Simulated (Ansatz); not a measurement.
TiB2, DFT, PBE, PAW with Ansatz's default frozen-core files, scalar-relativistic (Ansatz 0.2.0), run on 1 thread of Arm Neoverse V1 on a shared host.

The cell is COD entry 2002799, as deposited and not checked against the literature; nothing was relaxed. The listed cell was then made from it by scaling, straining or moving an atom.

Command: `ansatz run input.yaml --threads 1 --pin off --max-ram 6144MiB --backend cpu --events-out ev --progress --plain --runs-dir out`

```yaml
crystal:
  lattice:
    - [3.0897821656, 0.0, 0.0]
    - [-1.5448910828, 2.6758298476, 0.0]
    - [0.0, 0.0, 3.2284]
  atoms:
    - { symbol: Ti, position: [0.0, 0.0, 0.0] }
    - { symbol: B, position: [0.3333333333, 0.6666666667, 0.5] }
    - { symbol: B, position: [0.6666666667, 0.3333333333, 0.5] }
kpoints:
  mp_grid: { grid: [15, 15, 13] }
scf:
  occupations: { method: fermi_dirac, width: 0.08 }
hamiltonian:
  xc: pbe
  pseudopotentials: { kind: paw }
output:
  forces: true
  stress: true
  eigenvalues: true
  efg: { contact_densities: true }
```

**Question.** How large is the problem that the program sets up?

**Answer.** 189 irreducible k-points, 539 plane waves at Γ, 13 bands.

**Question.** About how long does it take, and how much memory does it use?

**Answer.** 5.7 s of wall time for 6 SCF iterations, with a peak of 0.37 GiB. Times on shared machines scatter by tens of per cent.

**Question.** And the same cell and mesh by all-electron PAW (datasets made for this crystal), asked for forces, stress, eigenvalues, efg, on the same hardware?

**Answer.** 20 s, peak memory 0.55 GiB.
